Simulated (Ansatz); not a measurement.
# Si20H10O: the cost of one run

Program: Ansatz 0.2.0. Level of theory: DFT PBE+D3(BJ), plane waves, PAW, scalar-relativistic, no spin polarisation. These are calculated values, not measurements.

**1. The structure to begin with**

The cell holds 31 atoms (H10OSi20): a = 7.679 Å, b = 7.679 Å, c = 21.256 Å, α = 90.00°, β = 90.00°, γ = 90.00°.

Its coordinates follow in the input file.

**2. Dynamics**

240 steps of 0.5 fs at constant energy.

input.yaml

```yaml
accuracy: low
crystal:
  lattice:
    - [7.67918, 0.0, 0.0]
    - [0.0, 7.67918, 0.0]
    - [0.0, 0.0, 21.2555]
  atoms:
    - { symbol: H, position: [0.409392, 0.0, 0.0470466] }
    - { symbol: H, position: [0.090608, 0.0, 0.0470466] }
    - { symbol: H, position: [0.909392, 0.0, 0.0470466] }
    - { symbol: H, position: [0.590608, 0.0, 0.0470466] }
    - { symbol: H, position: [0.409392, 0.5, 0.0470466] }
    - { symbol: H, position: [0.090608, 0.5, 0.0470466] }
    - { symbol: H, position: [0.909392, 0.5, 0.0470466] }
    - { symbol: H, position: [0.590608, 0.5, 0.0470466] }
    - { symbol: Si, position: [0.25, 0.0, 0.0877655] }
    - { symbol: Si, position: [0.75, 0.0, 0.0877655] }
    - { symbol: Si, position: [0.25, 0.5, 0.0877655] }
    - { symbol: Si, position: [0.75, 0.5, 0.0877655] }
    - { symbol: Si, position: [0.25, 0.25, 0.1516313] }
    - { symbol: Si, position: [0.75, 0.25, 0.1516313] }
    - { symbol: Si, position: [0.25, 0.75, 0.1516313] }
    - { symbol: Si, position: [0.75, 0.75, 0.1516313] }
    - { symbol: Si, position: [0.0, 0.25, 0.2154972] }
    - { symbol: Si, position: [0.5, 0.25, 0.2154972] }
    - { symbol: Si, position: [0.0, 0.75, 0.2154972] }
    - { symbol: Si, position: [0.5, 0.75, 0.2154972] }
    - { symbol: Si, position: [0.0, 0.0, 0.279363] }
    - { symbol: Si, position: [0.5, 0.0, 0.279363] }
    - { symbol: Si, position: [0.0, 0.5, 0.279363] }
    - { symbol: Si, position: [0.5, 0.5, 0.279363] }
    - { symbol: Si, position: [0.25, 0.0969069, 0.3413469] }
    - { symbol: Si, position: [0.75, 0.0969069, 0.3413469] }
    - { symbol: Si, position: [0.25, 0.4030931, 0.3244102] }
    - { symbol: Si, position: [0.75, 0.4030931, 0.3244102] }
    - { symbol: O, position: [0.0126933, 0.7435141, 0.4216926] }
    - { symbol: H, position: [0.0926507, 0.6511485, 0.4311019] }
    - { symbol: H, position: [0.0754376, 0.8483365, 0.4311019] }
basis:
  ecutwfc: 420.0
kpoints:
  mp_grid: { grid: [1, 1, 1] }
hamiltonian:
  xc: pbe
  dispersion: d3bj
  pseudopotentials: { kind: paw, azcp: { folder: soft_1 } }
scf:
  occupations: { method: fermi_dirac, width: 0.05 }
  lower_state_search: "off"
md:
  timestep: 0.5
  n_steps: 240
  ensemble: nve
  initial_velocities: zero
  seed: 935315
  initial_site_velocities:
    - { site: 28, velocity: [0.047042, 0.0, -0.056062] }
    - { site: 29, velocity: [0.047042, 0.0, -0.056062] }
    - { site: 30, velocity: [0.047042, 0.0, -0.056062] }
  constraints: [{ sites: [0, 1, 2, 3, 4, 5, 6, 7, 8, 9, 10, 11] }]
```

Run with:

```console
ansatz run input.yaml --threads 1 --pin off --max-ram 3072MiB --backend cpu --events-out ev --progress --plain --runs-dir out
```

**Question.** How long does this run take on 1 thread of Arm Neoverse V2, shared host, and how much memory does it need?

About 20 min, with a peak of 0.91 GiB.
